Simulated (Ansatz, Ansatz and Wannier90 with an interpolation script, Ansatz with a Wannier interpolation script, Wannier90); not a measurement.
Planning a run of Ansatz 0.2.0 on GaAs (I-4m2). The input:

```yaml
crystal:
  lattice:
    - [0.0, 2.7985815, 2.8513626169]
    - [2.7985815, 0.0, 2.8513626169]
    - [2.7985815, 2.7985815, 0.0]
  atoms:
    - { symbol: Ga, position: [0.0, 0.0, 0.0] }
    - { symbol: As, position: [0.75, 0.75, 0.75] }
kpoints:
  mp_grid: { grid: [6, 6, 6] }
hamiltonian:
  xc: r2scan
scf:
  occupations: { method: fixed }
gw:
  n_empty_bands: 205
  ecut_chi: 160.0
  qp_bands: [v3, c3]
  screening: { model: contour_deformation }
```

```sh
ansatz run input.yaml --threads 14 --pin off --max-ram 73728MiB --backend cpu --events-out ev --progress --plain --runs-dir out
```

How long will it take on 14 threads of Arm Neoverse V2, shared host, and how much memory?

It took 2.9 min; on shared hardware allow 86 s to 5.8 min. Peak host memory was 2.3 GiB. The sizes that set the cost: 1155 plane waves a state, 30 irreducible k points, 219 bands summed, 181 plane waves in the screening and 7 SCF cycles.

The screening grows as filled bands × empty bands × pairs of k points, times the square of the screening basis for the matrix.

[Paths, hosts, dates, memory and timing lines, banners, echoed tables and standing remarks are left out of the program output.]

[Logs are printed without paths, hosts, clocks, repeated set-up lines and the standing remarks that a program may print on its own settings, such as how far it seeks lower states.]

[Runs of the session that timed out or met a known fault of the program may be left out.]

[Hosts, paths, dates, database ids (printed as entryN), source tags and the programs' standing remarks are cut or masked in the printed files.]
